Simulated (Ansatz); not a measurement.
Runs of Ansatz 0.2.0 on Fe. Symmetry: Im-3m, No. 229, cubic system. Conventional cell: a = 2.886 Å, b = 2.886 Å, c = 2.886 Å, α = 90.00°, β = 90.00°, γ = 90.00°. Fe (site symmetry m-3m) is surrounded by 8 Fe at 2.50 Å. 

| task | level | potentials or basis | spin | U | cell | cutoff (eV) | smearing | hubbard projectors | double counting | other keys | gap on the mesh (eV) | pressure (GPa) | moment (μB) |
| --- | --- | --- | --- | --- | --- | --- | --- | --- | --- | --- | --- | --- | --- |
| projected density of states | PBEsol+U | Ansatz PAW earlier set | collinear, ferromagnetic start | Fe d U = 5.3 eV | cell strained at random at fixed volume | 499 | cold 0.025 eV | atomic | fll (the default) | basis.ecutwfc = 36.7 Ry; scf.algorithm = direct_min | none | 25.2 | 2.84 |
| single point | PBE | Ansatz PAW | collinear, ferromagnetic start | - | cell strained at random at fixed volume | 420 | fermi-dirac 0.05 eV | - | - | - | none | -9.3 | 2.25 |
| relaxation of cell and atoms | revPBE+U | PseudoDojo standard (PBE files) | collinear, random start | Fe d U = 4 eV | relaxed | 1225 | fermi-dirac 0.15 eV | all-electron-ortho-atomic | fll (the default) | - | - | 0.0 | 2.93 |
| single point | PBE+D4+U | Ansatz PAW | collinear, ferromagnetic start | Fe d U = 3 eV | as given | 420 | methfessel-paxton 0.1 eV | atomic | fll (the default) | - | none | (a) | 2.65 |
| single point | PBE | Ansatz PAW | collinear, ferromagnetic start | - | as given | 420 | fermi-dirac 0.05 eV | - | - | - | none | -9.5 | 2.25 |

Alike in all rows: k mesh 13 × 13 × 13.

**Question.** Fill in the values left out.

**Answer.** (a) -1.0.

Caveats: the magnetic or orbital state may not be the lowest (some runs); the U is typed as a test and isn't derived for this compound (some runs); the pressure holds a Pulay correction of +75.7 GPa for the finite cutoff (some runs); the PAW data sets come from PBE, with cores solved anew for the run's functional, which leaves a small shift of forces and pressure (some runs); the cutoff lies under the one recommended for these potentials (some runs); the potentials were made for another functional, which shifts forces and pressure (some runs); the plane-wave basis is chosen anew once the cell has moved, so the energies of steps on either side of that aren't comparable (some runs).

A gap of «none» marks a metal or a gap under the smearing width.
